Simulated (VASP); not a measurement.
# Mo: intraband terms of a metal's spectrum

Mo, Im-3m (no. 229), 1 atom in the cell. PBE, independent-particle dielectric function; PAW potentials Mo_sv (PBE set).

## Input

INCAR.step1:
```
  PREC = Accurate
  ENCUT = 290
  ISMEAR = 1
  SIGMA = 0.1
  EDIFF = 1E-7
  LASPH = True
  KPAR = 4
  LWAVE = False
  LCHARG = True
  LMAXMIX = 4
```

INCAR.step2:
```
  PREC = Accurate
  ENCUT = 290
  ISMEAR = 0
  SIGMA = 0.3
  EDIFF = 1E-6
  LASPH = True
  KPAR = 4
  LWAVE = True
  LCHARG = False
  LMAXMIX = 4
  ICHARG = 11
  NBANDS = 21
  NEDOS = 3000
  OMEGAMAX = 30
  CSHIFT = 0.1
```

INCAR.step3, as INCAR.step2 but for:
```
- LWAVE = True
+ LWAVE = False
+ LOPTICS = True
+ ALGO = None
+ NELM = 1
+ ISTART = 1
```

INCAR.step4, as INCAR.step3 but for:
```
+ WPLASMAI = 0.03
```

INCAR.step5 to INCAR.step6 change the same tag again: WPLASMAI = 0.1, 0.3.

INCAR.step7, as INCAR.step6 but for:
```
- WPLASMAI = 0.3
+ RTIME = 40
```

INCAR.step8, as INCAR.step7 but for:
```
- RTIME = 40
+ RTIME = 1
```

INCAR.step9, as INCAR.step8 but for:
```
- RTIME = 1
+ LNABLA = True
```

INCAR.step10, as INCAR.step9 but for:
```
- ISMEAR = 0
- LNABLA = True
+ ISMEAR = -5
```

KPOINTS.step1:
```
k-points
0
Gamma
  12 12 12
```

KPOINTS.step2:
```
k-points
0
Gamma
  24 24 24
```

POSCAR:
```
Mo
1.0
   -1.5838089719      1.5838089719      1.5838089719
    1.5838089719     -1.5838089719      1.5838089719
    1.5838089719      1.5838089719     -1.5838089719
Mo
1
Direct
    0.0000000000      0.0000000000      0.0000000000
```

Commands (each step's output is kept before the next begins):
```
cat potpaw_PBE.64/Mo_sv/POTCAR > POTCAR
cp INCAR.step1 INCAR
cp KPOINTS.step1 KPOINTS
mpirun -np 4 vasp_std > vasp.out
cp INCAR.step2 INCAR
cp KPOINTS.step2 KPOINTS
mpirun -np 4 vasp_std > vasp.out
cp INCAR.step3 INCAR
mpirun -np 4 vasp_std > vasp.out
cp INCAR.step4 INCAR
mpirun -np 4 vasp_std > vasp.out
cp INCAR.step5 INCAR
mpirun -np 4 vasp_std > vasp.out
cp INCAR.step6 INCAR
mpirun -np 4 vasp_std > vasp.out
cp INCAR.step7 INCAR
mpirun -np 4 vasp_std > vasp.out
cp INCAR.step8 INCAR
mpirun -np 4 vasp_std > vasp.out
cp INCAR.step9 INCAR
mpirun -np 4 vasp_std > vasp.out
cp INCAR.step10 INCAR
mpirun -np 4 vasp_std > vasp.out
```

## Result

- Bands: 21

One ground state, settings moved in the last step alone:

| Settings | Plasma frequency (eV) | Im ε at 0.5 eV | Im ε at 1 eV | Im ε at 2 eV | Im ε at 4 eV | Time (s) |
|---|---|---|---|---|---|---|
| interband part alone | 8.41 | 16.4 | 19.3 | 31.2 | 27.3 | 8 |
| Drude term, WPLASMAI 0.03 | 8.41 | 33.3 | 21.4 | 31.4 | 27.4 | 8 |
| Drude term, WPLASMAI 0.1 | 8.41 | 70.8 | 26.3 | 32.0 | 27.4 | 9 |
| Drude term, WPLASMAI 0.3 | 8.41 | 141.2 | 38.7 | 33.7 | 27.7 | 10 |
| relaxation time RTIME 40 fs | 8.41 | 25.7 | 20.4 | 31.3 | 27.3 | 9 |
| relaxation time RTIME 1 fs | 8.41 | 152.6 | 51.7 | 36.4 | 28.0 | 9 |
| transversal form (LNABLA) | 8.05 | 14.4 | 16.9 | 27.8 | 25.7 | 9 |
| tetrahedron method | – | – | – | – | – | no result |

VASP 6.6.1 took 77 s on 4 cores (Intel Xeon Platinum 8259CL @ 2.50GHz (Skylake/Cascade Lake)), a shared host.
